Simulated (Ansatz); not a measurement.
# SnO2: the cost of one run

Computed with Ansatz 0.2.0 (DFT PBEsol, scalar-relativistic, plane waves, PAW, unless a step's input says otherwise).

19 further runs of the same task are left out: 1 that didn't finish, 18 set aside as unsound or not needed. Runs told in other sessions of the task aren't counted.

### 1 The structure to begin with

Symmetry: R-3m, No. 166, trigonal system. The conventional cell has a = 3.211 Å, b = 3.211 Å, c = 13.244 Å, α = 90.00°, β = 90.00°, γ = 120.00°. Sn (site symmetry -3m) has 6 O at 2.10 Å in its first shell of neighbours. O (site symmetry 3m) has 3 Sn at 2.10 Å in its first shell of neighbours.

Coordinates:

```cif
data_structure
_symmetry_space_group_name_H-M 'P 1'
_symmetry_Int_Tables_number 1
_cell_length_a 5.7650
_cell_length_b 5.7650
_cell_length_c 5.7650
_cell_angle_alpha 67.688
_cell_angle_beta 67.688
_cell_angle_gamma 67.688
_cell_volume 157.66
loop_
_atom_site_label
_atom_site_type_symbol
_atom_site_fract_x
_atom_site_fract_y
_atom_site_fract_z
_atom_site_occupancy
Sn1 Sn 0.86468 0.86468 0.86468 1
Sn2 Sn 0.36482 0.36482 0.86482 1
Sn3 Sn 0.36482 0.86482 0.36482 1
Sn4 Sn 0.86482 0.36482 0.36482 1
O1 O 0.12350 0.62335 0.62335 1
O2 O 0.62335 0.12350 0.62335 1
O3 O 0.62335 0.62335 0.12350 1
O4 O 0.60621 0.60621 0.60621 1
O5 O 0.12347 0.12347 0.12347 1
O6 O 0.10609 0.10609 0.60624 1
O7 O 0.10609 0.60624 0.10609 1
O8 O 0.60624 0.10609 0.10609 1
```

It goes back to an entry of the Materials Project, which need not be the stable form.

It is the result of an earlier relaxation at this level (volume 13.14 Å³/atom; gap on the mesh: 1.80 eV).

### 2 Plan of the line

The energy is mapped over volume and the cell's shape.

The axes are (1) volume per atom: 7 values from 11.56 to 14.71 Å³; (2) c/a of the conventional cell: 7 values from 1.719 to 2.474.

Nothing else is relaxed (fractional coordinates fixed). Energies count from the relaxed crystal. Points are written as (first, second).

### 3 Grid point (11.56 Å³, 2.063)

input.yaml

```yaml
crystal:
  lattice:
    - [3.0767616055, 1.7763691412, 4.2305645835]
    - [-3.0767616055, 1.7763691412, 4.2305645835]
    - [0.0, -3.5527382823, 4.2305645836]
  atoms:
    - { symbol: Sn, position: [0.8646807174, 0.8646807174, 0.8646807174] }
    - { symbol: Sn, position: [0.3648245829, 0.3648245829, 0.8648190111] }
    - { symbol: Sn, position: [0.3648245829, 0.8648190111, 0.3648245829] }
    - { symbol: Sn, position: [0.8648190111, 0.3648245829, 0.3648245829] }
    - { symbol: O, position: [0.1235003534, 0.6233501671, 0.6233501671] }
    - { symbol: O, position: [0.6233501671, 0.1235003534, 0.6233501671] }
    - { symbol: O, position: [0.6233501671, 0.6233501671, 0.1235003534] }
    - { symbol: O, position: [0.6062113146, 0.6062113146, 0.6062113146] }
    - { symbol: O, position: [0.1234715296, 0.1234715296, 0.1234715296] }
    - { symbol: O, position: [0.1060883083, 0.1060883083, 0.6062369573] }
    - { symbol: O, position: [0.1060883083, 0.6062369573, 0.1060883083] }
    - { symbol: O, position: [0.6062369573, 0.1060883083, 0.1060883083] }
basis:
  ecutwfc: 520.0
kpoints:
  mp_grid: { grid: [6, 6, 6] }
hamiltonian:
  xc: pbesol
  pseudopotentials: { kind: paw, azcp: { folder: soft_1 } }
scf:
  occupations: { method: gaussian, width: 0.05 }
output:
  forces: true
  stress: true
  eigenvalues: true
  write_density: true
  write_potential: true
  elf: true
  volumetric_format: npy
```

On the command line:

```console
ansatz run input.yaml --threads 2 --pin off --max-ram 4096MiB --backend cpu --events-out ev --progress --plain --runs-dir out
```

What time and memory should one allow on 2 threads of Arm Neoverse N1, shared host?

About 56 s, with a peak of 0.59 GiB.
